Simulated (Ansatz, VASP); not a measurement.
One calculation of Ti, two programs

```
Ti
1.0
     4.60000    0.00000    0.00000
    -2.30000    3.98372    0.00000
     0.00000    0.00000    2.82000
Ti
3
Direct
  0.00000 0.00000 0.00000
  0.33333 0.66667 0.50000
  0.66667 0.33333 0.50000
```

This isn't the form of Ti at room conditions, which is hcp.

Alike in both runs: task electric field gradients; functional PBE; k mesh 7 × 7 × 10; occupations tetrahedron; no spin polarisation.

```csv
,VASP,Ansatz
version,VASP 6.6.1,Ansatz 0.2.0
potentials or method,"VASP PAW PBE potentials, release 64 (Ti_sv)","plane-wave PAW, scalar-relativistic"
plane-wave cutoff (eV),520,420
valence electrons in the cell,36,36
```

Ansatz gave:

- pressure (GPa): -0.4
- largest component of the traceless stress (GPa): 0.47
- Vzz of the field gradient on the site that differs most (V/Å²): -15.7

**Question.** Which values does VASP return?

**Answer.** Pressure (GPa): -0.7; largest component of the traceless stress (GPa): 0.47; Vzz of the field gradient on the site that differs most (V/Å²): -13.9.

Ansatz warned: «band_table_not_solved_further».

Caveats: tetrahedron occupations give inexact forces and stress in metals.
